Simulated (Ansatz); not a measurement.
# HfO2: the cost of one run

Program: Ansatz 0.2.0. Level of theory: DFT PBE, scalar-relativistic, plane waves, PAW. These are calculated values, not measurements.

## 1. The starting structure

It takes space group Pca2_1 (No. 29, orthorhombic). Conventional cell: a = 5.219 Å, b = 5.005 Å, c = 5.033 Å, α = 90.00°, β = 90.00°, γ = 90.00°. Hf (site symmetry 1) is surrounded by 7 O at 2.02 to 2.23 Å. O (site symmetry 1) is surrounded by 3 Hf at 2.02 to 2.13 Å. O (site symmetry 1) is surrounded by 4 Hf at 2.11 to 2.23 Å.

As a file:

```cif
data_structure
_symmetry_space_group_name_H-M 'Pca2_1'
_symmetry_Int_Tables_number 29
_cell_length_a 5.2195
_cell_length_b 5.0048
_cell_length_c 5.0327
_cell_angle_alpha 90.000
_cell_angle_beta 90.000
_cell_angle_gamma 90.000
_cell_volume 131.46
loop_
_atom_site_label
_atom_site_type_symbol
_atom_site_symmetry_multiplicity
_atom_site_Wyckoff_symbol
_atom_site_fract_x
_atom_site_fract_y
_atom_site_fract_z
_atom_site_occupancy
Hf1 Hf 4 a 0.03301 0.26748 0.24144 1
O1 O 4 a 0.36787 0.07135 0.37927 1
O2 O 4 a 0.73395 0.46012 0.49229 1
```

The structure rests on an entry of the Materials Project (structure only); cell or positions may have been set otherwise for this series.

## 2. Relaxing cell and atoms: HfO2, no spin

Input file input.yaml:

```yaml
crystal:
  lattice:
    - [5.21946336, 0.0, 0.0]
    - [0.0, 5.00476369, 0.0]
    - [0.0, 0.0, 5.03268505]
  atoms:
    - { symbol: Hf, position: [0.033006, 0.26747918, 0.24144035] }
    - { symbol: Hf, position: [0.466994, 0.26747918, 0.74144035] }
    - { symbol: Hf, position: [0.533006, 0.73252082, 0.24144035] }
    - { symbol: Hf, position: [0.966994, 0.73252082, 0.74144035] }
    - { symbol: O, position: [0.36787255, 0.0713546, 0.37926726] }
    - { symbol: O, position: [0.13212745, 0.0713546, 0.87926726] }
    - { symbol: O, position: [0.73394852, 0.46011695, 0.49229239] }
    - { symbol: O, position: [0.76605148, 0.46011695, 0.99229239] }
    - { symbol: O, position: [0.26605148, 0.53988305, 0.99229239] }
    - { symbol: O, position: [0.23394852, 0.53988305, 0.49229239] }
    - { symbol: O, position: [0.86787255, 0.9286454, 0.37926726] }
    - { symbol: O, position: [0.63212745, 0.9286454, 0.87926726] }
scf:
  occupations: { method: fixed }
output:
  forces: true
  stress: true
  eigenvalues: true
hamiltonian:
  xc: pbe
kpoints:
  mp_grid: { grid: [4, 4, 4] }
relax:
  f_tol: 0.002
  max_steps: 60
  cell: { stress_tol: 0.02 }
```

Started as:

```sh
$ ansatz run input.yaml --threads 8 --pin off --max-ram 16384MiB --backend cpu --events-out ev --progress --plain --runs-dir out
```

Q: Estimate wall time and peak memory on 8 threads of Intel Xeon 6975P-C (Granite Rapids), shared host.

About 33 s, with a peak of 1 GiB.
